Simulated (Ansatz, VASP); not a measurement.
# Cross-check of BAs between VASP and Ansatz, part 2 of 2

Aim: how closely do two programs agree when they are given the same cell, functional and k mesh? The cell is taken from a series of runs on this material, whose earlier steps may have relaxed, scaled, displaced or heated it; both programs get it as it stands.

VASP 6.6.1 and Ansatz 0.2.0.

So far: The structure; Ansatz: G0W0 gap, LDA.

**3. VASP: G0W0 gap, LDA**

Level of this step: G0W0 on LDA; plane waves and PAW (B_GW, As_GW) (VASP).

The same cell, functional (in two slightly different forms) and mesh now go to VASP, with its own data sets.

Lines of VASP's logs that name or quote its potential files are left out, and so is its time.

The run reads the wave functions of an earlier VASP run, which isn't shown here.

The input, INCAR:

```
SYSTEM = BAs
PREC = Accurate
ENCUT = 340
ISMEAR = 0
SIGMA = 0.01
LREAL = .FALSE.
GGA = CA
NBANDS = 128
ALGO = EVGW0
NELMGW = 1
ENCUTGW = 150
NOMEGA = 64
PRECFOCK = Fast
NBANDSGW = 16
LWAVE = .FALSE.
LCHARG = .FALSE.
```

The input, POSCAR:

```
BAs
1.0
   -1.7227030410     -2.4362699983      1.6813919694
    1.7227030410     -2.4362699983      1.6813919694
    0.0000000000      0.0000000035      3.3627839338
B As
1 1
Direct
    0.0008320257      0.0008320257      0.9991679743
    0.7491679743      0.7491679743      0.7508320257
```

The input, KPOINTS:

```
Automatic mesh
0
Gamma
6 6 6
0 0 0
```

The projector-augmented-wave data sets are B_GW and As_GW (LDA family, release 64).

On the command line:

```bash
$ mpirun -np 8 vasp_std
```

Numbers of over 12 decimals in the logs are rounded to 6 here.

The program printed:

```text
[banner, memory and clock lines left out]
running    8 mpi-ranks, on    1 nodes
 distrk:  each k-point on    8 cores,    1 groups
 distr:  one band on    1 cores,    8 groups

 POSCAR found type information on POSCAR B As
 POSCAR found :  2 types and       2 ions
|                                                                             |
|           W    W    AA    RRRRR   N    N  II  N    N   GGGG   !!!           |
|           W    W   A  A   R    R  NN   N  II  NN   N  G    G  !!!           |
|           W    W  A    A  R    R  N N  N  II  N N  N  G       !!!           |
|           W WW W  AAAAAA  RRRRR   N  N N  II  N  N N  G  GGG   !            |
|           WW  WW  A    A  R   R   N   NN  II  N   NN  G    G                |
|           W    W  A    A  R    R  N    N  II  N    N   GGGG   !!!           |
|                                                                             |
|     For optimal performance we recommend to set                             |
|       NCORE = 2 up to number-of-cores-per-socket                            |
|     NCORE specifies how many cores store one orbital (NPAR=cpu/NCORE).      |
|     This setting can greatly improve the performance of VASP for DFT.       |
|     The default, NCORE=1 might be grossly inefficient on modern             |
|     multi-core architectures or massively parallel machines. Do your        |
|     Unfortunately you need to use the default for GW and RPA                |
|     calculations (for HF NCORE is supported but not extensively tested      |
|     yet).                                                                   |
|                                                                             |

|                                                                             |
|           W    W    AA    RRRRR   N    N  II  N    N   GGGG   !!!           |
|           W    W   A  A   R    R  NN   N  II  NN   N  G    G  !!!           |
|           W    W  A    A  R    R  N N  N  II  N N  N  G       !!!           |
|           W WW W  AAAAAA  RRRRR   N  N N  II  N  N N  G  GGG   !            |
|           WW  WW  A    A  R   R   N   NN  II  N   NN  G    G                |
|           W    W  A    A  R    R  N    N  II  N    N   GGGG   !!!           |
|                                                                             |
|     The default for ENCUTGWSOFT is different in this version of VASP.       |
|     please manually set ENCUTGWSOFT =150 in the INCAR file.                 |
|                                                                             |

 LDA part: xc-table for (Slater(with rela. corr.)+CA(PZ))
 , standard interpolation
 found WAVECAR, reading the header
 POSCAR, INCAR and KPOINTS ok, starting setup
 FFT: planning ... GRIDC
 FFT: planning ... GRID_SOFT
 FFT: planning ... GRID
 reading WAVECAR
 the WAVECAR file was read successfully
 initial charge from wavefunction
 available memory per node:     26.76 GB, setting MAXMEM to     27406

 The Fermi energy was updated, please check that it is located mid-gap
 values below the HOMO (VB) or above the LUMO (CB) will cause erroneous energies
 E-fermi :   6.4693

 calculate exact exchange contribution
 the WAVEDER file was read successfully
energies w=
    0.000    0.000    0.463    0.000    0.925    0.000    1.385    0.000
    1.842    0.000    2.295    0.000    2.744    0.000    3.187    0.000
    3.624    0.000    4.056    0.000    4.481    0.000    4.901    0.000
    5.315    0.000    5.723    0.000    6.126    0.000    6.525    0.000
    6.919    0.000    7.310    0.000    7.698    0.000    8.084    0.000
    8.468    0.000    8.852    0.000    9.237    0.000    9.622    0.000
   10.010    0.000   10.401    0.000   10.796    0.000   11.197    0.000
   11.605    0.000   12.021    0.000   12.446    0.000   12.883    0.000
   13.333    0.000   13.797    0.000   14.279    0.000   14.781    0.000
   15.304    0.000   15.854    0.000   16.432    0.000   17.044    0.000
   17.695    0.000   18.389    0.000   19.133    0.000   19.936    0.000
   20.807    0.000   21.756    0.000   22.798    0.000   23.950    0.000
   25.232    0.000   26.670    0.000   28.298    0.000   30.158    0.000
   32.308    0.000   34.821    0.000   37.803    0.000   41.398    0.000
   45.816    0.000   51.377    0.000   58.585    0.000   68.286    0.000
   82.028    0.000  102.957    0.000  138.622    0.000  212.820    0.000
 responsefunction array rank=     128
 LDA part: xc-table for (Slater(with rela. corr.)+CA(PZ))
 , standard interpolation

 min. memory requirement per mpi rank    178.1 MB, per node   1424.9 MB

[...]
performed       1206000 updates of chi_q(r,r)
 total number of BLAS operations        136.88 Gflops
NQ=   3    0.3333    0.0000   -0.0000,
|.........|.........|.........|.........|.........|.........|.........|.........
 performed       2010000 updates of chi_q(r,r)
 total number of BLAS operations        224.94 Gflops
NQ=   4    0.5000    0.0000    0.0000,
|.........|.........|.........|.........|.........|.........|.........|.........
 performed       2584000 updates of chi_q(r,r)
 total number of BLAS operations        291.15 Gflops
NQ=   5    0.1667    0.1667   -0.0000,
|.........|.........|.........|.........|.........|.........|.........|.........
 performed       3105000 updates of chi_q(r,r)
[...]
|.........|.........|.........|.........|.........|.........|.........|.........
 performed      13267000 updates of chi_q(r,r)
 total number of BLAS operations       1517.34 Gflops
NQ=  19   -0.1667   -0.0000    0.1667,
|.........|.........|.........|.........|.........|.........|.........|.........
 performed      14366000 updates of chi_q(r,r)
 total number of BLAS operations       1648.20 Gflops
NQ=  20    0.3333    0.3333    0.1667,
|.........|.........|.........|.........|.........|.........|.........|.........
 performed      15157000 updates of chi_q(r,r)
 total number of BLAS operations       1739.42 Gflops
NQ=  21    0.5000    0.3333    0.1667,
|.........|.........|.........|.........|.........|.........|.........|.........
 performed      16256000 updates of chi_q(r,r)
 total number of BLAS operations       1859.77 Gflops
NQ=  22   -0.3333    0.3333    0.1667,
|.........|.........|.........|.........|.........|.........|.........|.........
 performed      17355000 updates of chi_q(r,r)
 total number of BLAS operations       1976.05 Gflops
NQ=  23   -0.1667    0.3333    0.1667,
|.........|.........|.........|.........|.........|.........|.........|.........
 performed      18126000 updates of chi_q(r,r)
 total number of BLAS operations       2067.89 Gflops
NQ=  24    0.5000    0.5000    0.1667,
|.........|.........|.........|.........|.........|.........|.........|.........
 performed      18917000 updates of chi_q(r,r)
 total number of BLAS operations       2148.77 Gflops
NQ=  25   -0.3333    0.5000    0.1667,
|.........|.........|.........|.........|.........|.........|.........|.........
 performed      19688000 updates of chi_q(r,r)
 total number of BLAS operations       2226.18 Gflops
NQ=  26    0.0000    0.0000    0.3333,
|.........|.........|.........|.........|.........|.........|.........|.........
 performed      20479000 updates of chi_q(r,r)
 total number of BLAS operations       2311.42 Gflops
NQ=  27    0.1667    0.0000    0.3333,
|.........|.........|.........|.........|.........|.........|.........|.........
 performed      21578000 updates of chi_q(r,r)
 total number of BLAS operations       2435.92 Gflops
NQ=  28    0.3333   -0.0000    0.3333,
|.........|.........|.........|.........|.........|.........|.........|.........
 performed      22349000 updates of chi_q(r,r)
 total number of BLAS operations       2527.76 Gflops
NQ=  29    0.5000    0.0000    0.3333,
|.........|.........|.........|.........|.........|.........|.........|.........
 performed      23448000 updates of chi_q(r,r)
 total number of BLAS operations       2642.03 Gflops
NQ=  30   -0.3333    0.0000    0.3333,
|.........|.........|.........|.........|.........|.........|.........|.........
 performed      24547000 updates of chi_q(r,r)
 total number of BLAS operations       2764.45 Gflops
NQ=  31   -0.1667    0.0000    0.3333,
|.........|.........|.........|.........|.........|.........|.........|.........
 performed      25646000 updates of chi_q(r,r)
 total number of BLAS operations       2886.87 Gflops
NQ=  32    0.1667    0.1667    0.3333,
|.........|.........|.........|.........|.........|.........|.........|.........
 performed      26224000 updates of chi_q(r,r)
 total number of BLAS operations       2952.44 Gflops
NQ=  33    0.5000    0.1667    0.3333,
|.........|.........|.........|.........|.........|.........|.........|.........
 performed      27323000 updates of chi_q(r,r)
 total number of BLAS operations       3076.94 Gflops
NQ=  34   -0.3333    0.1667    0.3333,
|.........|.........|.........|.........|.........|.........|.........|.........
 performed      28192000 updates of chi_q(r,r)
 total number of BLAS operations       3164.21 Gflops
NQ=  35    0.5000    0.5000    0.3333,
|.........|.........|.........|.........|.........|.........|.........|.........
 performed      28983000 updates of chi_q(r,r)
 total number of BLAS operations       3250.93 Gflops
NQ=  36   -0.3333    0.5000    0.3333,
|.........|.........|.........|.........|.........|.........|.........|.........
 performed      30082000 updates of chi_q(r,r)
 total number of BLAS operations       3369.23 Gflops
NQ=  37   -0.1667    0.5000    0.3333,
|.........|.........|.........|.........|.........|.........|.........|.........
 performed      30853000 updates of chi_q(r,r)
 total number of BLAS operations       3446.64 Gflops
NQ=  38   -0.3333   -0.3333    0.3333,
|.........|.........|.........|.........|.........|.........|.........|.........
 performed      31431000 updates of chi_q(r,r)
 total number of BLAS operations       3508.94 Gflops
NQ=  39    0.0000    0.0000    0.5000,
|.........|.........|.........|.........|.........|.........|.........|.........
 performed      31997000 updates of chi_q(r,r)
 total number of BLAS operations       3574.21 Gflops
NQ=  40    0.1667    0.0000    0.5000,
|.........|.........|.........|.........|.........|.........|.........|.........
 performed      33096000 updates of chi_q(r,r)
 total number of BLAS operations       3698.71 Gflops
NQ=  41    0.3333    0.0000    0.5000,
|.........|.........|.........|.........|.........|.........|.........|.........
 performed      34195000 updates of chi_q(r,r)
 total number of BLAS operations       3821.13 Gflops
NQ=  42    0.5000    0.0000    0.5000,
|.........|.........|.........|.........|.........|.........|.........|.........
 performed      34695000 updates of chi_q(r,r)
 total number of BLAS operations       3875.06 Gflops
NQ=  43    0.1667    0.1667    0.5000,
|.........|.........|.........|.........|.........|.........|.........|.........
 performed      35486000 updates of chi_q(r,r)
 total number of BLAS operations       3967.81 Gflops
NQ=  44    0.3333    0.1667    0.5000,
|.........|.........|.........|.........|.........|.........|.........|.........
 performed      36257000 updates of chi_q(r,r)
 total number of BLAS operations       4056.66 Gflops
NQ=  45   -0.3333    0.1667    0.5000,
|.........|.........|.........|.........|.........|.........|.........|.........
 performed      36938000 updates of chi_q(r,r)
 total number of BLAS operations       4125.03 Gflops
NQ=  46   -0.1667    0.1667    0.5000,
|.........|.........|.........|.........|.........|.........|.........|.........
 performed      37799000 updates of chi_q(r,r)
 total number of BLAS operations       4217.76 Gflops
 resolving degeneracies of screened two electron integrals

 calculate QP shifts <psi_nk| G(iteration)W_0 |psi_nk>: iteration 1
 entering main loop
```

Parts of OUTCAR (step 3):

```text
ion  position               nearest neighbor table
   1  0.001  0.001  0.999-   2 2.08   2 2.08   2 2.11   2 2.11
   2  0.749  0.749  0.751-   1 2.08   1 2.08   1 2.11   1 2.11

  LATTYP: Found a body centered orthorhombic cell.
 ALAT       =     3.3627839338
 B/A-ratio  =     1.0245695679
 C/A-ratio  =     1.4489601759

 Subroutine GETGRP returns: Found  4 space group operations
 (whereof  4 operations were pure point group operations)

The static configuration has the point symmetry C_2v.

 Found     46 irreducible k-points:

   k-points           NKPTS =     46   k-points in BZ     NKDIM =    216   number of bands    NBANDS=    128

   dimension x,y,z NGX =    24 NGY =   24 NGZ =   20
   dimension x,y,z NGXF=    48 NGYF=   48 NGZF=   40

   ENCUT  =  340.0 eV  24.99 Ry    5.00 a.u.   5.15  5.15  5.06*2*pi/ulx,y,z

   NELECT =       8.0000    total number of electrons

  energy-cutoff  :      340.00
  volume of cell :       28.23
      direct lattice vectors                 reciprocal lattice vectors
    -1.722703041 -2.436269998  1.681391969    -0.290241550 -0.205231768  0.000000000
     1.722703041 -2.436269998  1.681391969     0.290241550 -0.205231768  0.000000000
     0.000000000  0.000000003  3.362783934     0.000000000  0.205231769  0.297372659

 k-points in reciprocal lattice and weights: Automatic mesh
   0.00000000  0.00000000  0.00000000       0.005
   0.16666667  0.00000000 -0.00000000       0.019
   0.33333333  0.00000000 -0.00000000       0.019
   0.50000000  0.00000000  0.00000000       0.009
   0.16666667  0.16666667 -0.00000000       0.009
   0.33333333  0.16666667  0.00000000       0.019
   0.50000000  0.16666667  0.00000000       0.019
  -0.33333333  0.16666667  0.00000000       0.019
  -0.16666667  0.16666667  0.00000000       0.009
[...]
-0.33333333  0.16666667  0.50000000       0.019
  -0.16666667  0.16666667  0.50000000       0.019

 E-fermi :   6.4693

 QP shifts <psi_nk| G(iteration)W_0 |psi_nk>: iteration 1
 for sc-GW calculations column KS-energies equals QP-energies in previous step
 and V_xc(KS)=  KS-energies - (<T + V_ion + V_H > + <T+V_H+V_ion>^1  + <V_x>^1)
 k-point   1 :       0.0000    0.0000    0.0000
  band No.  KS-energies  QP-energies   sigma(KS)   V_xc(KS)     V^pw_x(r,r')   Z            occupation Imag(sigma)
      1      -9.2595      -9.7964     -12.5886     -11.8133     -19.4290       0.6924       2.0000       1.1543
      2       5.7257       5.3884     -13.1600     -12.7301     -13.8749       0.7845       2.0000       0.0446
      3       5.7715       5.4335     -13.0896     -12.6590     -13.7574       0.7848       2.0000       0.0433
      4       5.9318       5.5994     -13.1885     -12.7651     -13.8870       0.7849       2.0000       0.0447
      5       8.7976       9.2814     -10.9485     -11.5668      -6.7284       0.7825       0.0000      -0.0522
      6       8.9808       9.4742     -11.0189     -11.6510      -6.7125       0.7803       0.0000      -0.0543
      7       9.1836       9.6811     -10.9777     -11.6155      -6.6500       0.7799       0.0000      -0.0553
      8      10.1278      10.7751     -11.8033     -12.6556      -6.7052       0.7595       0.0000      -0.0765
    ...

 k-point   2 :       0.1667    0.0000   -0.0000
  band No.  KS-energies  QP-energies   sigma(KS)   V_xc(KS)     V^pw_x(r,r')   Z            occupation Imag(sigma)
      1      -8.8318      -9.3590     -12.6175     -11.8581     -19.2970       0.6942       2.0000       1.1046
      2       2.8203       2.3875     -12.6929     -12.1283     -14.3882       0.7665       2.0000       0.0648
      3       5.1102       4.7642     -12.9710     -12.5291     -13.8516       0.7830       2.0000       0.0452
      4       5.3036       4.9619     -13.0269     -12.5902     -13.9119       0.7823       2.0000       0.0459
      5       8.9698       9.4710     -11.1837     -11.8289      -6.7259       0.7768       0.0000      -0.0581
      6       9.8431      10.3387     -11.0839     -11.7230      -6.5276       0.7755       0.0000      -0.0618
      7      10.0078      10.5135     -11.1121     -11.7664      -6.4989       0.7728       0.0000      -0.0645
      8      12.0385      12.5896     -11.7092     -12.4488      -6.0840       0.7451       0.0000      -0.1188
    ...

 k-point   3 :       0.3333    0.0000   -0.0000
  band No.  KS-energies  QP-energies   sigma(KS)   V_xc(KS)     V^pw_x(r,r')   Z            occupation Imag(sigma)
      1      -7.6490      -8.1377     -12.7172     -12.0291     -18.9566       0.7102       2.0000       0.9597
      2      -0.8016      -1.3264     -12.4125     -11.6921     -15.8002       0.7285       2.0000       0.1923
      3       4.3262       3.9404     -12.9437     -12.4478     -14.1741       0.7779       2.0000       0.0513
      4       4.5162       4.1346     -12.9978     -12.5070     -14.2340       0.7776       2.0000       0.0520
      5       8.5756       9.0230     -11.1943     -11.7689      -6.7689       0.7785       0.0000      -0.0579
      6      10.4938      10.9652     -10.7987     -11.4080      -5.9700       0.7735       0.0000      -0.0741
      7      10.6996      11.1831     -10.8182     -11.4456      -5.9097       0.7707       0.0000      -0.0794
      8      14.1889      14.6766     -10.6512     -11.3118      -4.2450       0.7383       0.0000      -0.2254
    ...

 k-point   4 :       0.5000    0.0000    0.0000
  band No.  KS-energies  QP-energies   sigma(KS)   V_xc(KS)     V^pw_x(r,r')   Z            occupation Imag(sigma)
      1      -6.6106      -7.0469     -12.9280     -12.3190     -18.7460       0.7165       2.0000       0.8113
      2      -2.7012      -3.2556     -12.1034     -11.3257     -16.3981       0.7127       2.0000       0.3576
      3       4.0366       3.6345     -12.9588     -12.4404     -14.3270       0.7758       2.0000       0.0543
      4       4.2250       3.8266     -13.0119     -12.4986     -14.3863       0.7760       2.0000       0.0548
      5       8.4089       8.8358     -11.2062     -11.7538      -6.8074       0.7795       0.0000      -0.0575
      6      10.4801      10.9179     -10.5679     -11.1314      -5.7471       0.7769       0.0000      -0.0749
      7      10.7038      11.1542     -10.5811     -11.1637      -5.6753       0.7732       0.0000      -0.0805
      8      14.4907      14.8720      -9.6317     -10.1417      -3.3417       0.7475       0.0000      -0.2274
    ...

[... 4 further parts left out ...]
```

**4. Side by side**

Known differences besides the potentials themselves: the two LDA forms differ slightly; fixed occupations in Ansatz, narrow Gaussian smearing in VASP; the data sets hold 18 valence electrons in Ansatz (on its default PAW (the set named soft_2) files) and 8 in VASP; the cutoff is 420 eV in Ansatz and 340 eV in VASP; VASP's log shows a relativistic correction to its local exchange, Ansatz's none; Ansatz integrates over frequency by contour deformation, VASP on a grid of NOMEGA points. Total energies have different zeros and are not compared.

The two programs side by side:

```
                   quantity  Ansatz  VASP  difference
  G0W0 gap on the mesh (eV)    1.73  1.70       +0.03
Kohn-Sham gap under it (eV)    1.08  1.07       +0.01
```

**5. Summary of results**

| Property | Result |
| --- | --- |
| difference in G0W0 gap on the mesh (G0W0 gap, LDA) | 0.031 eV |

**Reading.** The difference in G0W0 gap on the mesh is 0.031 eV (G0W0 gap, LDA). The data sets hold unlike numbers of valence electrons (18 in Ansatz and 8 in VASP), so part of the differences comes from the potentials. How closely two codes agree says nothing of how well the functional describes the real material.

[Lines on the potential files, build, host, timing and source positions are cut from VASP's logs without a mark.]

[Logs are printed without paths, hosts, clocks, repeated set-up lines and the standing remarks that a program may print on its own settings, such as how far it seeks lower states.]

[Hosts, paths, dates, database ids (printed as entryN), source tags and the programs' standing remarks are cut or masked in the printed files.]
